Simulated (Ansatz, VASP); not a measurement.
# Two plane-wave programs on Si2W

The input INCAR:

```
SYSTEM = Si2W
ALGO = Fast
CSHIFT = 0.05
EDIFF = 1E-6
ENCUT = 520
GGA = PE
ISIF = 2
ISMEAR = 0
LASPH = .True.
LCHARG = .False.
LOPTICS = .True.
LREAL = .False.
LWAVE = .False.
NBANDS = 43
NEDOS = 2000
NELM = 60
PREC = Accurate
SIGMA = 0.02
```

File KPOINTS:

```
k-points
0
Gamma
  12 12 12
  0 0 0
```

POSCAR

```
Si2W
1.0
   -1.6069000000      1.6069000000      3.9149500000
    1.6069000000     -1.6069000000      3.9149500000
    1.6069000000      1.6069000000     -3.9149500000
W Si
1 2
Direct
    0.0000000000      0.0000000000      0.0000000000
    0.6653000000      0.6653000000      0.0000000000
    0.3347000000      0.3347000000      0.0000000000
```

The input input.yaml:

```yaml
crystal:
  lattice:
    - [-1.6069, 1.6069, 3.91495]
    - [1.6069, -1.6069, 3.91495]
    - [1.6069, 1.6069, -3.91495]
  atoms:
    - { symbol: W, position: [0.0, 0.0, 0.0] }
    - { symbol: Si, position: [0.6653, 0.6653, 0.0] }
    - { symbol: Si, position: [0.3347, 0.3347, 0.0] }
hamiltonian:
  xc: pbe
  pseudopotentials: { kind: paw }
kpoints:
  mp_grid: { grid: [12, 12, 12] }
scf:
  occupations: { method: gaussian, width: 0.02 }
output:
  forces: true
  stress: true
  eigenvalues: true
  write_density: true
  write_potential: true
  elf: true
  volumetric_format: npy
```

Alike in both runs: functional PBE; k mesh 12 × 12 × 12; occupations gaussian, width 0.02 eV; no spin polarisation.

|  | VASP | Ansatz |
| --- | --- | --- |
| version | VASP 6.6.1 | Ansatz 0.2.0 |
| potentials or method | VASP PAW PBE potentials, release 64 (W_sv, Si) | Ansatz PAW |
| plane-wave cutoff (eV) | 520 | 420 |
| valence electrons in the cell | 22 | 22 |
| task | optical spectrum | single point |

VASP gave:

```
gap on the k mesh at the Fermi level (eV)       : none
pressure (GPa)                                  : 3.4
largest component of the traceless stress (GPa) : 0.37
rms of the force components (eV/Å)              : 0.040
```

**Question.** What did Ansatz give for the same quantities?

**Answer.** gap on the k mesh at the Fermi level (eV): none; pressure (GPa): 3.3; largest component of the traceless stress (GPa): 0.43; rms of the force components (eV/Å): 0.038.

Atom by atom the forces differ by 0.001 eV/Å (rms over components). A gap of «none» marks a metal or a gap that the smearing closes. The functional is the same, so the differences come from potentials, cutoffs and numerics.

Caveats: spectra need much finer meshes, so this one isn't converged (VASP); independent-particle spectra lack excitons (VASP); the intraband (Drude) part of a metal's response may be missing (VASP). Spin-orbit coupling is left out, which matters for the levels of W.
